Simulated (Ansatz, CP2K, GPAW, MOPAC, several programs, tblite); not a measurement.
# CdGeAs2: cheap methods against density-functional theory

How much accuracy does each second buy? CdGeAs2 is computed with 10 methods, from the cheapest up to r2SCAN.

Method: no spin polarisation, static lattice; gaps from single points on the cell relaxed beforehand with r²SCAN, in MOPAC, tblite, CP2K, GPAW, Ansatz (versions at each run).

## (1) Starting point

The structure is tetragonal, space group P-4m2 (No. 115). Conventional cell: a = 4.076 Å, b = 4.076 Å, c = 6.118 Å, α = 90.00°, β = 90.00°, γ = 90.00°. Cd (site symmetry -4m2) has 4 As at 2.61 Å as nearest neighbours. As (site symmetry 2mm) has 2 Ge at 2.49 Å and 2 Cd at 2.61 Å as nearest neighbours. Ge (site symmetry -4m2) is surrounded by 4 As at 2.49 Å.

As a file:

```cif
data_structure
_symmetry_space_group_name_H-M 'P-4m2'
_symmetry_Int_Tables_number 115
_cell_length_a 4.0764
_cell_length_b 4.0764
_cell_length_c 6.1183
_cell_angle_alpha 90.000
_cell_angle_beta 90.000
_cell_angle_gamma 90.000
_cell_volume 101.67
loop_
_atom_site_label
_atom_site_type_symbol
_atom_site_symmetry_multiplicity
_atom_site_Wyckoff_symbol
_atom_site_fract_x
_atom_site_fract_y
_atom_site_fract_z
_atom_site_occupancy
Cd1 Cd 1 a 0.00000 0.00000 0.00000 1
As1 As 2 g 0.00000 0.50000 0.26723 1
Ge1 Ge 1 c 0.50000 0.50000 0.50000 1
```

The structure type (II-IV-V2 ordering on zincblende lattice) is imposed and need not be the compound's stable one.

**Question.** The methods are PM6, PM7, GFN1-xTB (tblite), GFN2-xTB (tblite), PBE/DZVP, PBE/single-zeta, PBE/SZV, coarse PBE, PBE, r2SCAN. What gap does r2SCAN give on this cell, and which other methods (full PBE left aside) come nearest to r2SCAN and farthest in gap, volume and bulk modulus?

| quantity | value |
| --- | --- |
| r2SCAN | no gap, 25.42 Å³/atom, B₀ 61 GPa |
| gap: nearest and farthest of the other methods | GFN1-xTB (tblite), GFN2-xTB (tblite), PBE/DZVP, PBE/single-zeta, PBE/SZV, coarse PBE (about 0.00 eV off); PM6 (+2.09 eV) |
| volume: nearest and farthest of the other methods | PBE/DZVP (+5.8 %), GFN2-xTB (tblite) (+9.3 %) |
| bulk modulus: nearest and farthest of the other methods | PBE/SZV (-11 %), GFN2-xTB (tblite) (-48 %) |

**Reading.** For the gap (full PBE left aside), GFN1-xTB (tblite), GFN2-xTB (tblite), PBE/DZVP, PBE/single-zeta, PBE/SZV, coarse PBE tie for nearest to r2SCAN; PM6 is farthest. Among the 4 methods compared for the volume (full PBE left aside), PBE/DZVP is nearest to r2SCAN and GFN2-xTB (tblite) farthest. Among the 4 methods compared for the bulk modulus (full PBE left aside), PBE/SZV is nearest to r2SCAN and GFN2-xTB (tblite) farthest. A minimal basis or a coarse cutoff and mesh shifts results by its own error, so closeness to r2SCAN can be chance. Cluster runs see only the k-points that fold onto the zone centre, so their gaps can miss the band edges. PM7 ended in an unphysical state and is left out of the comparison. No volume is given for PM6, PBE/single-zeta, coarse PBE, which can hide a larger miss. Overlaps count as a gap of zero in the misses; they are PBE/DZVP -0.44, PBE/single-zeta -0.44, PBE/SZV -0.26, coarse PBE -0.35, PBE -0.45, r2SCAN -0.31 eV. CPU times run from 2.2 s (coarse PBE) to 31 s (r2SCAN). PM6 disagrees with r2SCAN even on whether there is a gap. Semilocal functionals can close a small real gap, so r2SCAN's «no gap» may be its own error. r2SCAN is a yardstick, not the truth.
